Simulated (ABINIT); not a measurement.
NaI:

```
I Na
1.0
     0.00000    3.23640    3.23640
     3.23640    0.00000    3.23640
     3.23640    3.23640    0.00000
I Na
1 1
Direct
  0.50000 0.50000 0.50000
  0.00000 0.00000 0.00000
```

Base run:

| Item | Value |
| --- | --- |
| Program | ABINIT 10.8.3 (patched build) |
| Functional | PBE0 |
| Potentials or basis | SPMS NC PBE v1.0 |
| Cutoff | 599 eV |
| k mesh | 6 × 6 × 6 |
| Occupations | fixed |
| Spin | no spin polarisation |

Its results: band gap on the k mesh 5.25 eV, direct; pressure 0.2 GPa.

The run is repeated on the same cell with these changes: functional from PBE0 to HSE06. What comes out?

Band gap on the k mesh 4.51 eV, direct; pressure 0.2 GPa.

Caveats: the potentials were made for another functional, which shifts forces and pressure; spin-orbit coupling is left out, which moves the levels of the heavy elements; Libxc's HSE differs a little from that of other programs (some runs).

A k mesh can miss the band edges.

Not every run made on this cell is shown here.
